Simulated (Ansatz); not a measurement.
SrO in the wurtzite structure (no longer in that coordination), relaxed with r2SCAN in the plane-wave code Ansatz. Space group P6_3/mmc (No. 194), hexagonal; conventional cell a = 4.270 Å, c = 5.144 Å, 20.31 Å³ an atom. Around Sr lie 5 O at 2.47–2.57 Å; around O lie 5 Sr at 2.47–2.57 Å. The cell started from the wurtzite prototype, but the relaxation took it to the higher symmetry P6_3/mmc (No. 194), so the name no longer describes it.

The axes x, y and z are those of this cell:
```
Sr O
1.0
     4.27003    0.00000    0.00000
    -2.13502    3.69796    0.00000
     0.00000    0.00000    5.14445
Sr O
2 2
Direct
  0.33333 0.66667 0.93750
  0.66667 0.33333 0.43750
  0.33333 0.66667 0.43750
  0.66667 0.33333 0.93750
```

Unstrained: With PBE the gap is 2.658 eV and direct, at Γ. The r2SCAN gap is direct at Γ: 3.032 eV. HSE06 gives a direct gap of 4.004 eV at Γ. Meshes: PBE 12×12×6, r2SCAN 12×12×6, HSE06 6×6×4. Strains are changes of length per length, and xy shears are angles. After each strain the atoms were relaxed again with r2SCAN within the symmetry that the strain leaves, so tilts or polar shifts that break it weren't tested; points keep the names that they have in the unstrained zone. Simulation only: spin-unpolarised, and no claim that this is the phase found in nature.

(1) Apply uniaxial +2.0 % along z, other directions held. How far does the gap move, against the unstrained cell?

(2) Estimate what isotropic +4.0 % on every length does to the gap.

(3) Apply xy shear, engineering strain (angle) -4.0 %. How far does the gap move, against the unstrained cell?

(4) Apply epitaxial +4.0 % in the xy plane, free normal strain -1.87 %. How far does the gap move, against the unstrained cell?

(5) Order the strained cells by their HSE06 gap, smallest first.
A. isotropic +4.0 % on every length
B. uniaxial +2.0 % along z, other directions held
C. epitaxial +4.0 % in the xy plane
D. xy shear, engineering strain (angle) -4.0 %

## Answers

(1) PBE: the gap goes from 2.658 to 2.647 eV (-0.011 eV). r2SCAN: the gap goes from 3.032 to 3.027 eV (-0.005 eV). HSE06: the gap goes from 4.004 to 3.976 eV (-0.028 eV). The r2SCAN energy rises by 3.8 meV an atom.

(2) PBE: the gap goes from 2.658 to 2.290 eV (-0.368 eV). r2SCAN: the gap goes from 3.032 to 2.666 eV (-0.366 eV). HSE06: the gap goes from 4.004 to 3.577 eV (-0.427 eV). The r2SCAN energy rises by 60.5 meV an atom.

(3) PBE: the gap goes from 2.658 to 2.656 eV (-0.002 eV). r2SCAN: the gap goes from 3.032 to 3.032 eV (0.000 eV). HSE06: the gap goes from 4.004 to 4.002 eV (-0.002 eV). The r2SCAN energy rises by 1.0 meV an atom.

(4) PBE: the gap goes from 2.658 to 2.290 eV (-0.368 eV). r2SCAN: the gap goes from 3.032 to 2.651 eV (-0.381 eV). HSE06: the gap goes from 4.004 to 3.630 eV (-0.374 eV). The r2SCAN energy rises by 27.1 meV an atom.

(5) A (3.58 eV), C (3.63 eV), B (3.98 eV), D (4.00 eV).

The meshes of the hybrids are coarse, so their gaps aren't converged to the digits shown.
